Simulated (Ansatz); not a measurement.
Crystal: Fe.

```
CELL_PARAMETERS angstrom
-1.44300 1.44300 1.44300
1.44300 -1.44300 1.44300
1.44300 1.44300 -1.44300
ATOMIC_POSITIONS crystal
Fe 0.00000 0.00000 0.00000
```

Below is the output of Ansatz 0.2.0 for this cell. Logs are shortened: lines on timing, memory, paths and dates and some standing lists are left out, and cuts for length are marked.

```text
Warning: RAYON_NUM_THREADS=2 ignored (pool sized by the plan → 2); use --threads N
The last accepted step is kept in <dir> (removed where the run ends without a failure and the disk answers)
LAPW: plane waves up to 9.232 Å⁻¹, error target 1.0e-3 eV per atom; small_component_spin mean_spin; Fe in spheres of 1.212 Å, 16 of its electrons in bands, Dirac shells [] (how accurate: hamiltonian.pseudopotentials.lapw.basis_error, Limitations)
Engine: ansatz 0.2.0, x86_64-unknown-linux-gnu
Pseudopotentials: kind: all_electron
Pseudopotential: Fe, LAPW, valence charge 16, lapw/all_electron/scalar/gaussian/Fe, Koelling and Harmon's equation, gaussian nucleus
Functional definition: PBEsol
  exchange = pbesol_x
  correlation = pbesol_c
Crystal: 1 atoms, lattice volume = 12.019 Å³
Basis set: ecut = 324.7168809856535 eV, 141 PW (Γ), exchange–correlation at level 2
Bands: 14, of which v1, the nominal top of the filled ones, is band 8 counted from 1 (7 counted from 0)
Symmetry: 48 space group operations
Space group: Im-3m (ITA 229), of the structure as read, at distance tolerance 2.3e-5 Å
Magnetic group: BNS 229.140 (UNI 1642), of the structure as read, at distance tolerance 2.3e-5 Å
k-points: 84 of 2197
Non-local potential: Fe, projectors of the file, none
Initial density: superposition of atomic densities (chi_scale 0.1, normalization cell)
Starting moments: Σ|m| = 3 μB on 1 of 1 site
Initial wavefunctions: plane waves of lowest kinetic energy (no species holds an atomic orbital)
Functional: x = pbesol(κ = 0.804, μ = 0.12345679012345678), c = pbesol(β = 0.046)
iter 1 solved again at ethr=3.98e-5 eV; its pass at ethr=1.00e-1 eV (dr2=6.37e-3 eV) is discarded
SCF iter   1: F=—  HF=-34602.292709 eV  |F-HF|=—  |Δ(HF+E_count)|=         —  Δρ=1.88e-2 (↑1.87e-2 ↓1.88e-2)  dr2=6.50e-3  dr2_m=3.55e-2  M=2.572 μB ∫|m|=2.605 μB  β_m=0.30  ethr=3.98e-5  ⟨swp⟩=3.3  Hψ=17609  notcnv=0
Mixer restart at iter 1: flushing history
[... 75 lines left out ...]
SCF iter   2: F=—  HF=-34602.479484 eV  |F-HF|=—  |Δ(HF+E_count)|=   2.19e-9  Δρ=3.00e-7 (↑3.00e-7 ↓8.42e-8)  dr2=7.84e-12  dr2_m=1.37e-12  M=2.024 μB ∫|m|=2.104 μB  β_m=0.51  ethr=1.00e-12  ⟨swp⟩=3.0  Hψ=6284  notcnv=0
SCF iter   3: F=-34602.479484 eV  HF=-34602.479484 eV  |F-HF|=1.23e-9  |Δ(HF+E_count)|=   1.16e-9  Δρ=1.02e-6 (↑1.02e-6 ↓6.01e-7)  dr2=1.44e-10  dr2_m=6.15e-12  M=2.024 μB ∫|m|=2.104 μB  ethr=1.00e-12  ⟨swp⟩=2.0  Hψ=5932  notcnv=0
SCF 6 converged in 3 iterations: F = -34602.479484 eV  dr2 = 1.44e-10
relax step   6: F+E_penalty+E_count = -34602.47948436 eV  Δ(F+E_penalty+E_count) = -2.170e-7 eV  max|allowed force component| = 0.000e0 eV/Å  Δτ_max = 0.0000 Å  P = +4.991 GPa  Ω = 10.566 Å³  stress off target by 9.47e-3 GPa  SCF on the basis re-selected at this cell (its energy is not comparable with the rows above)  (3 SCF iters)
basis re-selected at this cell: Δ(F+E_penalty+E_count) = -2.170e-7 eV, ΔP = +0.000 GPa vs the last step (what re-selecting the basis moved, after the strain that the cell walked since its last selection, with what the two solves' SCF thresholds leave and, on support functions, any second-order correction that the steps lacked; it is no measure of the basis error at this ecutwfc). This SCF's stress stands 9.47e-3 GPa from its target on what of the cell is left free (relax.cell.stress_tol is 5.00e-2 GPa) and its largest allowed force component is 0.00e0 eV/Å (relax.f_tol is 2.00e-2 eV/Å): within both
SCF converged after 3 iterations
Magnetization: 2.0237 μB (9.0118 up, 6.9882 down)
Absolute magnetization: 2.1035 μB (∫|ρ↑−ρ↓|)
Spin contamination: 0.0257 ħ² per cell (⟨S²⟩ above its minimum at these occupations)
Per-site moments (μB) at R_I (Å): [(2.062245035513902, 1.1612150795990184)]
Free energy (F): -34602.479484 eV
Harris-Foulkes:  -34602.479484 eV  (|F-HF|=1.23e-9)
Internal energy: -34602.471311 eV  (E = F + TS)
E sigma→0 (E₀):  -34602.475398 eV
Entropy (-TS):   -0.008173 eV (-8.173 meV/atom)
Fermi energy:    20.303342 eV
--- Per-component energies (eV) ---
  E_band       = -185.800519
  E_kinetic    = 35075.954121
  E_xc         = -1490.758323
  E_electrostatic = -68187.667109  (all electrons and nuclei)
  E_smearing   = -0.008173  (= −TS)
  E_closure    = 0.000000  (closes the sum)
  E_atoms      = -34592.699444  (free atoms, spherical and without spin; not in F)
  Σ components = -34602.479484   (vs F -34602.479484, Δ=0.00e0)
  Basis errors (estimates in eV, not in F): energy 3.0e-4 per atom: plane waves 2.7e-4 (1.5e-4 summed), levels above the bands 1.6e-148, relativity 9.2e-9, radial functions 3.1e-5, core shells 3.3e-8; eigenvalues (radial functions only) 2.0e-5; not estimated: angular momenta, meshes, grids; target (lapw.basis_error) 1.0e-3; muffin-tin radii Fe 1.161 Å
--- Forces (eV/Å), atoms counted from 1 ---
  atom   1  Fe    -0.00000000    -0.00000000    -0.00000000
  max |Σ_I F_I| component: 2.63e-31 eV/Å
--- Stress (GPa, compression-positive) ---
        4.990534       0.000000       0.000000
        0.000000       4.990534      -0.000000
        0.000000      -0.000000       4.990534
  P = ⅓ Tr σ = 4.9905 GPa (49.905 kbar)
--- Relaxed structure (5 steps of the walk, 5 accepted, 1 SCFs on fresh bases) ---
  F+E_penalty+E_count = -34602.47948436 eV   max|allowed force component| = 0.000e0 eV/Å   (the final SCF, on the basis selected at the relaxed cell)
  cell:  # Å, volume = 10.5655 Å³
    - [-1.382325461409691, 1.382325461409691, 1.382325461409691]
    - [1.382325461409691, -1.382325461409691, 1.382325461409691]
    - [1.382325461409691, 1.382325461409691, -1.382325461409691]
  atoms:
    - { symbol: Fe, position: [0.0, 0.0, 0.0] }
```

Write the input and the command behind it.

Relaxation of cell and atoms with PBEsol, collinear spin, ferromagnetic start. The files as run (others can give the same):

input.yaml
```yaml
crystal:
  lattice:
    - [-1.443, 1.443, 1.443]
    - [1.443, -1.443, 1.443]
    - [1.443, 1.443, -1.443]
  atoms:
    - { symbol: Fe, position: [0.0, 0.0, 0.0], spin: 3.0 }
kpoints:
  mp_grid: { grid: [13, 13, 13] }
scf:
  occupations: { method: fermi_dirac, width: 0.05 }
hamiltonian:
  xc: pbesol
  pseudopotentials: { kind: all_electron, lapw: { basis_error: 0.001 } }
magnetization:
  spin_polarized: true
output:
  forces: true
  stress: true
relax:
  f_tol: 0.02
  max_steps: 60
  cell: { p_target: 5 }
```

Potentials or basis: all-electron LAPW, scalar-relativistic.
Command:
```console
$ ansatz run input.yaml --threads 2 --pin off --max-ram 6144MiB --backend cpu --events-out ev --progress --plain --runs-dir out
```
